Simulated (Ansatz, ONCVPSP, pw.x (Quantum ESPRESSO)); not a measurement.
# What a changed setting does to a pw.x run (sc Pt)

Potential: optimised norm-conserving Vanderbilt (ONCV), ONCVPSP 4.0.1, PBE; core [Kr] 4d10 4f14, reference 5s2 5p6 5d9 6s1; waves: 5s+6s: rc 1.75 bohr, ncon 3, nbas 6, qcut 7.5 1/bohr, 2 projectors; 5p: rc 2.50 bohr, ncon 5, nbas 9, qcut 7 1/bohr, 1 projector; 5d: rc 1.75 bohr, ncon 3, nbas 7, qcut 7.3 1/bohr, local; f scattering state at 0.29 Ha: rc 2.30 bohr, ncon 5, nbas 8, qcut 4.2 1/bohr, 1 projector; local part: the d channel; core correction: none.

The reference run (k-mesh 12³, cutoffs 55/220 Ry, Fermi–Dirac 0.01 Ry, mixing_beta 0.4, conv_thr 1e-9, no spin) gives 1.21 GPa at 18.193 Å³/atom, where all-electron LAPW gives -0.80 GPa. This run, with its own iteration cap, changes smearing to mp.

```
&control
  calculation='scf', prefix='x', pseudo_dir='./', outdir='./tmp', tstress=.true., disk_io='none'
/
&system
  ibrav=0, nat=1, ntyp=1, ecutwfc=55, ecutrho=220, nbnd=17,
  occupations='smearing', smearing='mp', degauss=0.01
/
&electrons
  conv_thr=1e-09, mixing_beta=0.4, electron_maxstep=60
/
ATOMIC_SPECIES
Pt 1.0 Pt.UPF
CELL_PARAMETERS angstrom
  2.63007484 0.00000000 0.00000000
  0.00000000 2.63007484 0.00000000
  0.00000000 0.00000000 2.63007484
ATOMIC_POSITIONS crystal
Pt 0.0000 0.0000 0.0000
K_POINTS automatic
12 12 12 0 0 0
```

```bash
pw.x < Pt.scf.in > Pt.scf.out
```

Question: How does the run end?

Answer: It converges in 8 iterations; the free energy moves by +40.4 meV/atom and the pressure by -0.46 GPa. This scheme is built to cancel the term in the square of the width that Fermi–Dirac smearing leaves in the F of a metal.

```
Message from routine setup:
     using ibrav=0 with symmetry is DISCOURAGED, use correct ibrav instead
     lattice parameter (alat)  =       4.9701  a.u.
     unit-cell volume          =     122.7724 (a.u.)^3
     number of electrons       =        18.00
     number of Kohn-Sham states=           17
     kinetic-energy cutoff     =      55.0000  Ry
     charge density cutoff     =     220.0000  Ry
     scf convergence threshold =      1.0E-09
     Exchange-correlation= PBE
     number of k points=    84  Methfessel-Paxton smearing, width (Ry)=  0.0100
     iteration #  1     ecut=    55.00 Ry     beta= 0.40
     total energy              =    -241.95920587 Ry
     estimated scf accuracy    <       0.07469459 Ry
     iteration #  2     ecut=    55.00 Ry     beta= 0.40
     total energy              =    -241.97269677 Ry
     estimated scf accuracy    <       0.00169464 Ry
     iteration #  3     ecut=    55.00 Ry     beta= 0.40
     total energy              =    -241.97271786 Ry
     estimated scf accuracy    <       0.00060651 Ry
     iteration #  4     ecut=    55.00 Ry     beta= 0.40
     total energy              =    -241.97275363 Ry
     estimated scf accuracy    <       0.00001306 Ry
     iteration #  5     ecut=    55.00 Ry     beta= 0.40
     total energy              =    -241.97275340 Ry
     estimated scf accuracy    <       0.00000376 Ry
     iteration #  6     ecut=    55.00 Ry     beta= 0.40
     total energy              =    -241.97275397 Ry
     estimated scf accuracy    <       0.00000021 Ry
     iteration #  7     ecut=    55.00 Ry     beta= 0.40
     total energy              =    -241.97275395 Ry
     estimated scf accuracy    <       0.00000006 Ry
     iteration #  8     ecut=    55.00 Ry     beta= 0.40
     the Fermi energy is    18.1479 ev
!    total energy              =    -241.97275396 Ry
     estimated scf accuracy    <          4.3E-10 Ry
     smearing contrib. (-TS)   =       0.00001273 Ry
     The total energy is F=E-TS. E is the sum of the following terms:
     one-electron contribution =     -82.34799526 Ry
     hartree contribution      =      48.49232557 Ry
     xc contribution           =     -23.15492835 Ry
     ewald contribution        =    -184.96216865 Ry
     convergence has been achieved in   8 iterations
          total   stress  (Ry/bohr**3)                   (kbar)     P=        7.45
     Message from routine punch:
     Nothing written, as per user request (disk_io='none')
```

The run took about 6.5 s on one core of a shared host (Intel(R) Xeon(R) 6975P-C, 32 threads, 124 GiB, load 10).
